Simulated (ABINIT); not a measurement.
# Sb (Im-3m) in ABINIT: further runs

One crystal, Sb, is run at these levels: SCAN, TB-mBJ; tasks: band structure.

Program: ABINIT 10.8.3 (patched build). These are calculated values, not measurements. Logs are shortened: lines on timing, memory, paths and dates and some standing lists are left out, and cuts for length are marked. The log counts tension as positive stress, the text compression.

## 1. Starting point

The structure is cubic, space group Im-3m (No. 229). Conventional cell: a = 3.743 Å, b = 3.743 Å, c = 3.743 Å, α = 90.00°, β = 90.00°, γ = 90.00°. Around Sb (site symmetry m-3m) lie 8 Sb at 3.24 Å.

This isn't the form of Sb at room conditions, which is rhombohedral.

## 2. Band structure, SCAN

run.abi reads:

```
# Datasets: ground state, then fixed potential
ndtset 2

# Pseudopotentials
pp_dirpath "./"
pseudos "Sb.GGA_PBE-JTH.xml"

# Structure
acell 3*1.0
rprim
    -3.5363217609     3.5363217609     3.5363217609
     3.5363217609    -3.5363217609     3.5363217609
     3.5363217609     3.5363217609    -3.5363217609
ntypat 1
znucl 51
natom 1
typat 1
xred
     0.0000000000     0.0000000000     0.0000000000

# Plane-wave basis
ecut 517.016339 eV
pawecutdg 38.0

# Exchange and correlation
ixc -263267
usekden 1
pawxcdev 0

# Bands and occupations
occopt 3
tsmear 0.05 eV

# SCF cycle
nstep 100

# Output
iomode 3
prtwf 0
prteig 0
prtebands 0
enunit 1
prtden1 1
prtkden1 1
prtvha1 1
prtvclmb1 1
prtpot1 1

# Dataset 1
kptopt1 1
ngkpt1 10 10 10
nshiftk1 1
shiftk1 0.0 0.0 0.0
nband1 12
tolvrs1 1.0e-7

# Dataset 2: bands along G-H-N-G-P-H
iscf2 -2
getden2 1
getkden2 1
nband2 18
nbdbuf2 4
tolwfr2 1.0e-11
kptopt2 -5
ndivsm2 5
prteig2 1
prtvol2 -3
kptbounds2
     0.0000000000     0.0000000000     0.0000000000
     0.5000000000    -0.5000000000     0.5000000000
     0.0000000000     0.0000000000     0.5000000000
     0.0000000000     0.0000000000     0.0000000000
     0.2500000000     0.2500000000     0.2500000000
     0.5000000000    -0.5000000000     0.5000000000
```

Potentials or basis: JTH PAW PBE v2.0.

Command:

```bash
abinit run.abi > log 2>&1
```

run.abo:

```text
.Version 10.8.3 of ABINIT
 DATASET    1 : space group Im -3 m (#229); Bravais cI (body-center cubic)
================================================================================
 Values of the parameters that define the memory need for DATASET  1.
     intxc =       0    ionmov =       0      iscf =      17    lmnmax =      18
     lnmax =       6     mgfft =      27  mpssoang =       3    mqgrid =    3001
     natom =       1  nloc_mem =       2    nspden =       1   nspinor =       1
    nsppol =       1      nsym =      48    n1xccc =       1    ntypat =       1
    occopt =       3   xclevel =       2
       mpw =         713          nfft =       19683          nkpt =          47
 PAW method is used; the additional fine FFT grid is defined by:
   mgfftf=        36    nfftf =     46656
================================================================================
================================================================================

 DATASET    2 : space group Im -3 m (#229); Bravais cI (body-center cubic)
================================================================================
 Values of the parameters that define the memory need for DATASET  2.
     intxc =       0    ionmov =       0      iscf =      -2    lmnmax =      18
     lnmax =       6     mgfft =      27  mpssoang =       3    mqgrid =    3001
     natom =       1  nloc_mem =       2    nspden =       1   nspinor =       1
    nsppol =       1      nsym =      48    n1xccc =       1    ntypat =       1
    occopt =       3   xclevel =       2
       mpw =         715          nfft =       19683          nkpt =          30
 PAW method is used; the additional fine FFT grid is defined by:
   mgfftf=        36    nfftf =     46656
================================================================================
================================================================================

--------------------------------------------------------------------------------
------------- Echo of variables that govern the present computation ------------
--------------------------------------------------------------------------------
 -outvars: echo values of preprocessed input variables --------
            acell      1.0000000000E+00  1.0000000000E+00  1.0000000000E+00 Bohr
              amu      1.21753000E+02
             ecut      1.90000000E+01 Hartree
           enunit           1
           getden1          0
           getden2          1
          getkden1          0
          getkden2          1
             iscf1         17
             iscf2         -2
              ixc     -263267
           jdtset        1    2
           kptopt1          1
           kptopt2         -5
         kptrlatt       10    0    0      0   10    0      0    0   10
          kptrlen1     6.12508896E+01
          kptrlen2     3.00000000E+01
            natom           1
            nband1         12
            nband2         18
           nbdbuf1          0
           nbdbuf2          4
           ndtset           2
           ndivsm1          0
           ndivsm2          5
            ngfft          27      27      27
          ngfftdg          36      36      36
             nkpt1         47
             nkpt2         30
            nstep         100
             nsym          48
           ntypat           1
           occopt           3
        pawecutdg      3.80000000E+01 Hartree
         pawxcdev           0
        prtebands           0
           prteig1          0
           prteig2          1
          prtkden           1
           prtpot1          1
           prtpot2          0
         prtvclmb1          1
         prtvclmb2          0
           prtvha1          1
           prtvha2          0
           prtvol1          0
           prtvol2         -3
            prtwf           0
            rprim     -3.5363217609E+00  3.5363217609E+00  3.5363217609E+00
                       3.5363217609E+00 -3.5363217609E+00  3.5363217609E+00
                       3.5363217609E+00  3.5363217609E+00 -3.5363217609E+00
           shiftk1     0.00000000E+00  0.00000000E+00  0.00000000E+00
           shiftk2     5.00000000E-01  5.00000000E-01  5.00000000E-01
          spgroup         229
           tolvrs1     1.00000000E-07
           tolvrs2     0.00000000E+00
           tolwfr1     0.00000000E+00
           tolwfr2     1.00000000E-11
           tsmear      1.83746611E-03 Hartree
            typat      1
          usekden           1
           useylm           1
            znucl       51.00000

================================================================================
[... 196 lines left out ...]

--- !DatasetInfo
iteration_state: {dtset: 2, }
dimensions: {natom: 1, nkpt: 30, mband: 18, nsppol: 1, nspinor: 1, nspden: 1, mpw: 715, }
cutoff_energies: {ecut:  19.0, pawecutdg:  38.0, }
electrons: {nelect:   1.50000000E+01, charge:   0.00000000E+00, occopt:   3.00000000E+00, tsmear:   1.83746611E-03, }
meta: {optdriver: 0, ionmov: 0, optcell: 0, iscf: -2, paral_kgb: 0, }
...

 mkfilename : getden/=0, take file _DEN from output of DATASET   1.

 mkfilename : getkden/=0, take file _KDEN from output of DATASET   1.

 Real(R)+Recip(G) space primitive vectors, cartesian coordinates (Bohr,Bohr^-1):
 R(1)= -3.5363218  3.5363218  3.5363218  G(1)=  0.0000000  0.1413898  0.1413898
 R(2)=  3.5363218 -3.5363218  3.5363218  G(2)=  0.1413898  0.0000000  0.1413898
 R(3)=  3.5363218  3.5363218 -3.5363218  G(3)=  0.1413898  0.1413898  0.0000000
 Unit cell volume ucvol=  1.7689490E+02 bohr^3
 Angles (23,13,12)=  1.09471221E+02  1.09471221E+02  1.09471221E+02 degrees

 Coarse grid specifications (used for wave-functions):

 getcut: wavevector=  0.0000  0.0000  0.0000  ngfft=  27  27  27
         ecut(hartree)=     19.000   => boxcut(ratio)=   2.16651

 Fine grid specifications (used for densities):

 getcut: wavevector=  0.0000  0.0000  0.0000  ngfft=  36  36  36
         ecut(hartree)=     38.000   => boxcut(ratio)=   2.11804
--------------------------------------------------------------------------------

================================================================================
 Non-SCF case, kpt    1 (  0.00000  0.00000  0.00000), residuals and eigenvalues=
  8.59E-12  4.61E-12  4.96E-12  8.39E-12  3.00E-12  6.55E-12  4.62E-12  6.59E-12
  2.72E-12  8.88E-13  3.97E-12  4.11E-12  4.55E-12  5.70E-12  4.84E-12  2.27E-12
  3.35E-12  5.44E-12
 -8.0184E-01 -8.0184E-01 -8.0184E-01 -7.9891E-01 -7.9891E-01 -2.0335E-01
  5.1608E-01  5.1608E-01  5.1608E-01  7.4108E-01  7.4108E-01  7.4108E-01
  7.6260E-01  7.6260E-01  7.6260E-01  8.1137E-01  8.2185E-01  8.2185E-01
 Non-SCF case, kpt    2 (  0.07143 -0.07143  0.07143), residuals and eigenvalues=
  5.27E-12  7.63E-12  2.94E-12  3.58E-12  5.12E-12  4.78E-12  1.98E-12  2.00E-12
  8.34E-12  2.93E-12  6.37E-12  8.63E-12  4.36E-12  3.01E-12  5.73E-12  5.67E-12
  9.82E-12  1.29E-12
[... 185 lines left out ...]
 Non-SCF case, kpt   29 (  0.45833 -0.37500  0.45833), residuals and eigenvalues=
  3.52E-12  4.18E-12  3.70E-12  7.54E-12  6.91E-12  4.56E-12  3.79E-12  5.72E-12
  8.84E-12  3.43E-12  7.78E-12  4.93E-12  3.38E-12  3.57E-12  9.11E-12  2.12E-11
  2.37E-11  1.06E-08
 -8.0194E-01 -8.0194E-01 -7.9794E-01 -7.9735E-01 -7.9735E-01  6.5612E-02
  2.0417E-01  2.0417E-01  2.6207E-01  4.5095E-01  4.5095E-01  9.1501E-01
  1.0214E+00  1.0451E+00  1.0451E+00  1.1895E+00  1.1895E+00  1.2437E+00
 Non-SCF case, kpt   30 (  0.50000 -0.50000  0.50000), residuals and eigenvalues=
  1.96E-12  3.25E-12  5.88E-12  9.58E-12  5.45E-12  2.49E-12  2.36E-12  5.38E-12
  3.62E-12  7.98E-13  5.34E-12  4.40E-12  5.98E-12  7.19E-12  2.14E-11  1.53E-12
  5.48E-12  1.95E-10
 -8.0219E-01 -8.0219E-01 -7.9729E-01 -7.9729E-01 -7.9729E-01  9.0470E-02
  2.1923E-01  2.1923E-01  2.1923E-01  4.1984E-01  4.1984E-01  9.9823E-01
  1.0771E+00  1.0771E+00  1.0771E+00  1.1449E+00  1.1449E+00  1.1449E+00

Result for kinetic energy density :

--------------------------------------------------------------------------------
 Total kinetic energy density [Ha/Bohr^3]
)     Maximum=    1.2536E-01  at reduced coord.    0.0833    0.9167    0.9722
)     Minimum=    5.3919E-03  at reduced coord.    0.7500    0.5000    0.2500
   Integrated=    4.1731E+00
--------------------------------------------------------------------------------

--- !ResultsGS
iteration_state: {dtset: 2, }
comment   : Summary of ground state results
lattice_vectors:
- [ -3.5363218,   3.5363218,   3.5363218, ]
- [  3.5363218,  -3.5363218,   3.5363218, ]
- [  3.5363218,   3.5363218,  -3.5363218, ]
lattice_lengths: [   6.12509,    6.12509,    6.12509, ]
lattice_angles: [109.471, 109.471, 109.471, ] # degrees, (23, 13, 12)
lattice_volume:   1.7689490E+02
convergence: {deltae:  0.000E+00, res2:  0.000E+00, residm:  9.929E-12, diffor:  0.000E+00, }
etotal    :  -6.29025039E+01
entropy   :   0.00000000E+00
fermie    :   2.99304886E-01
cartesian_stress_tensor: null
pressure_GPa: null
xred      :
- [  0.0000E+00,   0.0000E+00,   0.0000E+00, Sb]
cartesian_forces: null
force_length_stats: {min: null, max: null, mean: null, }
...

 Integrated electronic density in atomic spheres:
 ------------------------------------------------
 Atom  Sphere_radius  Integrated_density
    1        2.40089         12.40461081

================================================================================

 ----iterations are completed or convergence reached----

 Mean square residual over all n,k,spin=   48.318E-13; max=  99.288E-13
 reduced coordinates (array xred) for    1 atoms
       0.000000000000      0.000000000000      0.000000000000

 cartesian coordinates (angstrom) at end:
    1      0.00000000000000     0.00000000000000     0.00000000000000
 length scales=  1.000000000000  1.000000000000  1.000000000000 bohr
              =  0.529177210544  0.529177210544  0.529177210544 angstroms
 Eigenvalues (   eV  ) for nkpt=  30  k points:
 kpt#   1, nband= 18, wtk=  1.00000, kpt=  0.0000  0.0000  0.0000 (reduced coord)
 -21.81926  -21.81926  -21.81926  -21.73941  -21.73941   -5.53339   14.04323   14.04323
  14.04323   20.16594   20.16594   20.16594   20.75132   20.75132   20.75132   22.07856
  22.36371   22.36371
 kpt#   2, nband= 18, wtk=  1.00000, kpt=  0.0714 -0.0714  0.0714 (reduced coord)
 -21.81447  -21.81447  -21.81302  -21.74369  -21.73922   -5.30295   12.95881   13.27533
  13.27533   18.72668   19.35113   19.35113   20.32895   22.40297   22.95653   22.95653
  23.74999   24.81555
 kpt#   3, nband= 18, wtk=  1.00000, kpt=  0.1429 -0.1429  0.1429 (reduced coord)
 -21.80058  -21.80058  -21.79580  -21.75582  -21.74096   -4.61458   10.94360   11.56332
  11.56332   16.49215   19.63984   19.63984   20.82130   22.87617   26.23363   26.23363
  26.84606   28.31392
 kpt#   4, nband= 18, wtk=  1.00000, kpt=  0.2143 -0.2143  0.2143 (reduced coord)
 -21.77828  -21.77828  -21.77340  -21.77096  -21.75050   -3.48186    9.03977    9.73385
   9.73385   14.65456   20.76761   20.76761   21.65128   23.25849   25.11687   29.96468
  29.96469   31.98600
 kpt#   5, nband= 18, wtk=  1.00000, kpt=  0.2857 -0.2857  0.2857 (reduced coord)
[... 89 lines left out ...]
  11.76458   17.05087   17.05087   17.26681   26.68938   26.68938   27.22708   35.18036
  35.18138   36.50783
 kpt#  28, nband= 18, wtk=  1.00000, kpt=  0.4167 -0.2500  0.4167 (reduced coord)
 -21.80430  -21.80430  -21.75622  -21.70253  -21.70253    0.79727    4.81938    4.81938
   9.49625   14.31935   14.31935   20.63121   27.38200   27.38200   27.41826   34.30190
  34.30190   35.79583
 kpt#  29, nband= 18, wtk=  1.00000, kpt=  0.4583 -0.3750  0.4583 (reduced coord)
 -21.82182  -21.82182  -21.71316  -21.69713  -21.69713    1.78539    5.55583    5.55583
   7.13126   12.27085   12.27085   24.89879   27.79240   28.43779   28.43779   32.36663
  32.36663   33.84368
 kpt#  30, nband= 18, wtk=  1.00000, kpt=  0.5000 -0.5000  0.5000 (reduced coord)
 -21.82858  -21.82858  -21.69529  -21.69529  -21.69529    2.46180    5.96555    5.96555
   5.96555   11.42439   11.42439   27.16315   29.31052   29.31052   29.31052   31.15525
  31.15525   31.15525

== END DATASET(S) ==============================================================
================================================================================

 -outvars: echo values of variables after computation  --------
            acell      1.0000000000E+00  1.0000000000E+00  1.0000000000E+00 Bohr
           etotal1    -6.2902503888E+01
            fcart1    -0.0000000000E+00 -0.0000000000E+00 -0.0000000000E+00
            rprim     -3.5363217609E+00  3.5363217609E+00  3.5363217609E+00
                       3.5363217609E+00 -3.5363217609E+00  3.5363217609E+00
                       3.5363217609E+00  3.5363217609E+00 -3.5363217609E+00
           strten1    -1.8781480517E-05 -1.8781480517E-05 -1.8781480517E-05
                       0.0000000000E+00  0.0000000000E+00  0.0000000000E+00
 Calculation completed.
```

Run time: 86 s. Hardware: 1 thread of Arm Neoverse V1, shared host; peak memory 0.11 GiB.

What came out:

| Quantity | Value |
| --- | --- |
| Free energy | -1711.6643 eV |
| Pressure | 0.6 GPa |
| Band gap on the k mesh | none (metal or under the smearing width) |
| Valence electrons inside the program's atomic spheres | Sb 12.40 (radii [1.2705] Å) |

Levels at the corners of the path, in eV from the Fermi level:
```csv
point,band 3,band 4,band 5,band 6,band 7,band 8,band 9,band 10,band 11,band 12
Γ,-29.96,-29.88,-29.88,-13.68,5.90,5.90,5.90,12.02,12.02,12.02
H,-29.84,-29.84,-29.84,-5.68,-2.18,-2.18,-2.18,3.28,3.28,19.02
N,-29.89,-29.89,-29.83,-9.25,-6.02,1.79,4.05,7.11,7.59,14.85
Γ,-29.96,-29.88,-29.88,-13.68,5.90,5.90,5.90,12.02,12.02,12.02
P,-29.92,-29.89,-29.89,-8.16,-2.97,-2.97,-2.97,17.09,17.09,17.09
H,-29.84,-29.84,-29.84,-5.68,-2.18,-2.18,-2.18,3.28,3.28,19.02
```

Caveat: totals of a meta-GGA on PAW files have another zero than those of a GGA; the PAW data sets were made with another functional, which shifts forces and pressure a little; spin-orbit coupling is left out, which moves the levels of the heavy elements.

## 3. Band structure, TB-mBJ

Changes to run.abi since step 2:

```diff
@@ -25,3 +25,3 @@
 # Exchange and correlation
-ixc -263267
+ixc -208012
 usekden 1
@@ -35,2 +35,5 @@
 nstep 100
+diemix 0.3
+optforces 0
+optstress 0
```

Potentials or basis: JTH PAW PBE v2.0.

Command:

```bash
abinit run.abi > log 2>&1
```

run.abo:

```text
.Version 10.8.3 of ABINIT
 DATASET    1 : space group Im -3 m (#229); Bravais cI (body-center cubic)
================================================================================
 Values of the parameters that define the memory need for DATASET  1.
     intxc =       0    ionmov =       0      iscf =       7    lmnmax =      18
     lnmax =       6     mgfft =      27  mpssoang =       3    mqgrid =    3001
     natom =       1  nloc_mem =       2    nspden =       1   nspinor =       1
    nsppol =       1      nsym =      48    n1xccc =       1    ntypat =       1
    occopt =       3   xclevel =       2
       mpw =         713          nfft =       19683          nkpt =          47
 PAW method is used; the additional fine FFT grid is defined by:
   mgfftf=        36    nfftf =     46656
================================================================================
================================================================================

 DATASET    2 : space group Im -3 m (#229); Bravais cI (body-center cubic)
================================================================================
 Values of the parameters that define the memory need for DATASET  2.
     intxc =       0    ionmov =       0      iscf =      -2    lmnmax =      18
     lnmax =       6     mgfft =      27  mpssoang =       3    mqgrid =    3001
     natom =       1  nloc_mem =       2    nspden =       1   nspinor =       1
    nsppol =       1      nsym =      48    n1xccc =       1    ntypat =       1
    occopt =       3   xclevel =       2
[... 559 lines left out ...]
 kpt#   3, nband= 18, wtk=  1.00000, kpt=  0.1429 -0.1429  0.1429 (reduced coord)
 -21.83434  -21.83434  -21.83041  -21.78762  -21.77520   -4.01031   10.87998   11.43212
  11.43212   16.13575   19.18910   19.18910   20.06451   22.10503   25.59402   25.59402
  25.95405   27.56545
 kpt#   4, nband= 18, wtk=  1.00000, kpt=  0.2143 -0.2143  0.2143 (reduced coord)
 -21.81407  -21.81407  -21.80810  -21.80228  -21.78316   -2.93396    9.04321    9.66702
   9.66702   14.34355   20.27870   20.27870   20.92329   22.46881   24.52392   29.31040
  29.31040   30.88654
 kpt#   5, nband= 18, wtk=  1.00000, kpt=  0.2857 -0.2857  0.2857 (reduced coord)
[... 89 lines left out ...]
  11.65131   16.61936   16.61936   16.77439   25.94743   25.94743   26.68672   34.92577
  34.93022   35.59956
 kpt#  28, nband= 18, wtk=  1.00000, kpt=  0.4167 -0.2500  0.4167 (reduced coord)
 -21.82812  -21.82812  -21.79399  -21.74650  -21.74650    1.13501    4.97748    4.97748
   9.45380   13.98584   13.98584   20.06931   26.64451   26.64451   26.94563   33.54403
  33.54403   34.75240
 kpt#  29, nband= 18, wtk=  1.00000, kpt=  0.4583 -0.3750  0.4583 (reduced coord)
 -21.84271  -21.84271  -21.75585  -21.74164  -21.74164    2.08013    5.68179    5.68179
   7.18980   12.01188   12.01188   24.28188   27.36601   27.73788   27.73788   31.38872
  31.38872   32.79405
 kpt#  30, nband= 18, wtk=  1.00000, kpt=  0.5000 -0.5000  0.5000 (reduced coord)
 -21.84833  -21.84833  -21.73998  -21.73998  -21.73998    2.72633    6.07667    6.07667
   6.07667   11.19432   11.19432   26.84826   28.81062   28.81062   28.81062   29.93831
  29.93831   29.93831

== END DATASET(S) ==============================================================
================================================================================

 -outvars: echo values of variables after computation  --------
            acell      1.0000000000E+00  1.0000000000E+00  1.0000000000E+00 Bohr
           etotal1    -6.8642297906E+01
            fcart1     9.9999999999E+99  9.9999999999E+99  9.9999999999E+99
            rprim     -3.5363217609E+00  3.5363217609E+00  3.5363217609E+00
                       3.5363217609E+00 -3.5363217609E+00  3.5363217609E+00
                       3.5363217609E+00  3.5363217609E+00 -3.5363217609E+00
           strten1     9.9999999999E+99  9.9999999999E+99  9.9999999999E+99
                       9.9999999999E+99  9.9999999999E+99  9.9999999999E+99
 Calculation completed.
```

Wall time 2.5 min (1 thread of Arm Neoverse V1, shared host); peak memory 0.11 GiB.

What came out:

```yaml
Band_gap_on_the_k_mesh: none (metal or under the smearing width)
Valence_electrons_inside_the_program's_atomic_spheres: Sb 12.39 (radii [1.2705] Å)
```

Levels at the corners of the path, in eV from the Fermi level:
| point | band 5 | band 6 | band 7 | band 8 | band 9 | band 10 |
| --- | --- | --- | --- | --- | --- | --- |
| Γ | -29.93 | -13.04 | 5.74 | 5.74 | 5.74 | 11.23 |
| H | -29.89 | -5.43 | -2.08 | -2.08 | -2.08 | 3.04 |
| N | -29.88 | -8.83 | -5.73 | 1.75 | 3.95 | 6.70 |
| Γ | -29.93 | -13.04 | 5.74 | 5.74 | 5.74 | 11.23 |
| P | -29.93 | -7.80 | -2.83 | -2.83 | -2.83 | 16.26 |
| H | -29.89 | -5.43 | -2.08 | -2.08 | -2.08 | 3.04 |

Caveat: the constant c of TB-mBJ comes from the pseudo density here, which moves gaps by up to 0.3 eV between sets of potentials; the PAW data sets were made with another functional, which shifts forces and pressure a little; spin-orbit coupling is left out, which moves the levels of the heavy elements.
